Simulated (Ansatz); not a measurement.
**GaP and its competing phases**

Level of theory: DFT PBE, scalar-relativistic, plane waves, PAW in Ansatz. All cells share a 420 eV cutoff and Γ-centred k meshes spaced at most about 0.3 Å⁻¹ (2π included). No spin polarisation.

The zero of energy is the elements' standard structures at the same level; no fitted shifts are applied. The references include black phosphorus.

Temperature and zero-point effects are left out. The reference form of P is held partly by dispersion forces, which this level lacks.

The competitors are the elements and 1 reference phase of this chemical system (from databases or known types: GaP), relaxed at the same level; other known phases may be missing.

The candidate was reached from: 4-, 6-connected net, elements by coordination.

```
Ga P
1.0
     6.63329    0.00000    0.00000
     0.00000    6.63329    0.00000
     0.00000    0.00000    3.73330
Ga P
4 4
Cartesian
  1.1271 1.1271 1.8667
  2.1896 4.4437 0.9333
  5.5062 5.5062 0.0000
  4.4437 2.1896 2.8000
  4.4512 4.4512 1.8667
  2.1820 2.1820 0.0000
  1.1346 5.4987 2.8000
  5.4987 1.1346 0.9333
```

Question: Is it stable, and against what?

Answer: Not the lowest form: another structure of the same formula lies lower. Its formation energy is -0.153 eV/atom. The lowest competing phase at this composition is this:

```
phase      space group             source  share of atoms  ΔE_f (eV/atom)
  GaP  F-43m (No. 216)  Materials Project          1.0000          -0.432
```

The candidate lies 0.28 eV/atom above this phase. The candidate matches no cell in the subsets of the Crystallography Open Database and the Materials Project at hand. The margin is far too high for a likely synthesis.
